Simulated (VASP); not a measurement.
# Al (Fm-3m) in VASP: settings compared, part 2 of 2

VASP 6.6.1. The steps go on from the part before.

## 3. Relaxation of cell and atoms, r2SCAN

This run uses another cell than the first one, of 16.60 Å³/atom, 1.026 times its volume.

Input file INCAR:

```
SYSTEM = Al
PREC = Accurate ; ENCUT = 600
EDIFF = 1E-6 ; ISMEAR = 1
SIGMA = 0.1 ; LREAL = .False.
LASPH = .True. ; NELM = 80
ALGO = Normal ; ISIF = 3
LWAVE = .False. ; LCHARG = .False.
METAGGA = R2SCAN ; LMIXTAU = .True.
IBRION = 2 ; NSW = 90
EDIFFG = -0.01
```

Input file KPOINTS:

```
Automatic mesh
0
Gamma
  16 16 16
  0 0 0
```

Input file POSCAR:

```
Al
1.0
    0.0000000000      2.0248050000      2.0248050000
    2.0248050000      0.0000000000      2.0248050000
    2.0248050000      2.0248050000      0.0000000000
Al
1
Direct
    0.0000000000      0.0000000000      0.0000000000
```

Potentials or basis: VASP PAW PBE potentials, release 64 (Al).

Command:

```
cat potpaw_PBE.64/Al/POTCAR > POTCAR
mpirun -np 1 vasp_std > vasp.out
```

OUTCAR:

```text
SYSTEM = Al
   PREC = Accurate
   ENCUT = 600
   EDIFF = 1E-6
   ISMEAR = 1
   LREAL = .False.
   LASPH = .True.
   NELM = 80
   ISIF = 3
   METAGGA = R2SCAN
   IBRION = 2
   NSW = 90
   EDIFFG = -0.01

 ion  position               nearest neighbor table
   1  0.000  0.000  0.000-

  LATTYP: Found a face centered cubic cell.
 ALAT       =     4.0496100000

  Lattice vectors:

 A1 = (   0.0000000000,   2.0248050000,   2.0248050000)
 A2 = (   2.0248050000,   0.0000000000,   2.0248050000)
 A3 = (   2.0248050000,   2.0248050000,   0.0000000000)

Analysis of symmetry for initial positions (statically):
=====================================================================
 Subroutine PRICEL returns:
 Original cell was already a primitive cell.

 Routine SETGRP: Setting up the symmetry group for a
 face centered cubic supercell.

 Subroutine GETGRP returns: Found 48 space group operations
 (whereof 48 operations were pure point group operations)
 out of a pool of 48 trial point group operations.

The static configuration has the point symmetry O_h .

Analysis of symmetry for dynamics (positions and initial velocities):
=====================================================================
 Subroutine PRICEL returns:
 Original cell was already a primitive cell.

 Routine SETGRP: Setting up the symmetry group for a
 face centered cubic supercell.

 Subroutine GETGRP returns: Found 48 space group operations
 (whereof 48 operations were pure point group operations)
 out of a pool of 48 trial point group operations.

The dynamic configuration has the point symmetry O_h .

 Subroutine INISYM returns: Found 48 space group operations
 (whereof 48 operations are pure point group operations),
[... 116 lines left out ...]
  Fermi-wavevector in a.u.,A,eV,Ry     =   0.925526  1.748991 11.654733  0.856599
  Thomas-Fermi vector in A             =   2.051390
   LORBIT       =      0    0 simple, 1 ext, 2 COOP (PROOUT), +10 PAW based schemes
   METAGGA = R2SCAN    functional components
   LHFCALC =     F    Hartree Fock is set to
   AEXX    =    0.0000 exact exchange contribution
   IVDW    =     0    specifies the selected vdW correction
   LEPSILON=     F    determine dielectric tensor
   LRPA    =     F    only Hartree local field effects (RPA)
 conjugate gradient relaxation of ions
 non-spin polarized calculation
 Methfessel and Paxton  Order N= 1 SIGMA  =   0.10
  energy-cutoff  :      600.00
  volume of cell :       16.60
 maximum number of plane-waves:       568
   NGX = 11   NGY = 11   NGZ = 11

--------------------------------------- Ionic step        1  -------------------------------------------

 number of electron       3.0000000 magnetization

 Free energy of the ion-electron system (eV)
  ---------------------------------------------------
  ext. energy  EPLUGINS =         0.00000000
  ---------------------------------------------------
  free energy    TOTEN  =        -6.73448096 eV

  energy without entropy =       -6.73473081  energy(sigma->0) =       -6.73456425

------------------------ aborting loop because EDIFF is reached ----------------------------------------

  FORCE on cell =-STRESS in cart. coord.  units (eV):
  Direction    XX          YY          ZZ          XY          YZ          ZX
  --------------------------------------------------------------------------------------
  -------------------------------------------------------------------------------------
  Total       -0.3903780     -0.3903780     -0.3903780      0.0000000     -0.0000000      0.0000000
  in kB      -37.6717953    -37.6717953    -37.6717953      0.0000000     -0.0000000      0.0000000
  external PRESSURE =     -37.6717953 kB  Pullay stress =       0.0000000 kB
[... 57 lines left out ...]
--------------------------------------- Ionic step        3  -------------------------------------------

 number of electron       3.0000000 magnetization

 Free energy of the ion-electron system (eV)
  ---------------------------------------------------
  ext. energy  EPLUGINS =         0.00000000
  ---------------------------------------------------
  free energy    TOTEN  =        -6.74360626 eV

  energy without entropy =       -6.74380529  energy(sigma->0) =       -6.74367260

 E-fermi :   8.4578     XC(G=0): -11.0539

 val. band max:        8.4461056613   @ k =  -0.3125   0.4375   0.1250
 cond. band min:       8.5692250828   @ k =   0.5000   0.2500   0.1250
 fundamental gap:      0.1231194215
 Fermi energy:         8.4577744104

 k-point     1 :       0.0000    0.0000    0.0000
  band No.  band energies     occupation
      1      -3.6884      2.00000
      2      21.9798      0.00000
      3      21.9798      0.00000
      4      21.9798      0.00000
      5      24.2034      0.00000
[... 177 lines left out ...]
 k-point    24 :      -0.0625    0.0625    0.0000
  band No.  band energies     occupation
      1      -3.3799      2.00000
      2      18.9757      0.00000
      3      19.9157      0.00000
      4      22.2799      0.00000
      5      24.4138      0.00000

 [... further k-points ...]
[... 5 lines left out ...]
  --------------------------------------------------------------------------------------
  -------------------------------------------------------------------------------------
  Total        0.0028984      0.0028984      0.0028984     -0.0000000     -0.0000000     -0.0000000
  in kB        0.2927293      0.2927293      0.2927293     -0.0000000     -0.0000000     -0.0000000
  external PRESSURE =       0.2927293 kB  Pullay stress =       0.0000000 kB
[... 16 lines left out ...]
  FREE ENERGIE OF THE ION-ELECTRON SYSTEM (eV)
  ---------------------------------------------------
  free  energy   TOTEN  =        -6.7436062576 eV

  energy  without entropy=       -6.7438052856  energy(sigma->0) =       -6.74367260

 reached required accuracy - stopping structural energy minimisation
```

OSZICAR:

```text
N       E                     dE             d eps       ncg     rms          rms(c)
DAV:   1    -0.368038460516E+01   -0.36804E+01   -0.96699E+02  1470   0.388E+02
DAV:   2    -0.689709178628E+01   -0.32167E+01   -0.29192E+01  1825   0.375E+01
DAV:   3    -0.692246629676E+01   -0.25375E-01   -0.25404E-01  1990   0.423E+00
[... 31 lines left out ...]
DAV:   3    -0.674361020138E+01    0.41231E-04   -0.24417E-05  1665   0.372E-02    0.115E-02
DAV:   4    -0.674361783865E+01   -0.76373E-05   -0.28486E-05  1715   0.448E-02    0.427E-03
DAV:   5    -0.674360450738E+01    0.13331E-04   -0.12326E-05  1695   0.255E-02    0.630E-03
DAV:   6    -0.674360649149E+01   -0.19841E-05   -0.30710E-07   785   0.493E-03    0.419E-04
DAV:   7    -0.674360625764E+01    0.23384E-06   -0.77295E-08   745   0.281E-03
   3 F= -.67436063E+01 E0= -.67436726E+01  d E =-.912529E-02
```

Wall time 41 s (1 thread of Intel Xeon 6975P-C (Granite Rapids), shared host); peak memory 0.14 GiB.

What came out:

```
Free energy                            : -6.7436 eV
Relaxed volume                         : 15.86 Å³/atom
Relaxed cell                           : a = 2.820 Å, b = 2.820 Å, c = 2.820 Å, α = 60.00°, β = 60.00°, γ = 60.00°
Space group after relaxing (to 0.05 Å) : Fm-3m (No. 225)
Energy gained by relaxing              : 9.1 meV/atom
Ionic steps                            : 3
Pressure after relaxing                : 0.0 GPa
Band gap on the k mesh                 : none (metal or under the smearing width)
```

The path:
```tsv
step	energy change (eV)	largest force (eV/Å)	pressure (GPa)	volume (Å³)
1	0.0000	0.0000	-3.77	16.60
2	-0.0085	0.0000	1.13	15.68
3	-0.0091	0.0000	0.03	15.86
```

Final structure:
```xyz
1
Lattice="0.0000 1.9943 1.9943 1.9943 0.0000 1.9943 1.9943 1.9943 0.0000" Properties=species:S:1:pos:R:3 pbc="T T T"
Al    0.0000    0.0000    0.0000
```

Levels at points of the mesh, in eV from the Fermi level:
```csv
k point,band 1,band 2,band 3,band 4,band 5
"(0.00, 0.00, 0.00)",-12.15,13.52,13.52,13.52,15.75
"(0.50, 0.00, 0.00)",-5.19,-4.61,12.24,12.24,12.74
"(0.50, 0.50, 0.00)",-3.28,-1.69,5.45,6.17,6.17
```

Caveat: the PAW data sets were made with another functional, which shifts forces and pressure a little.
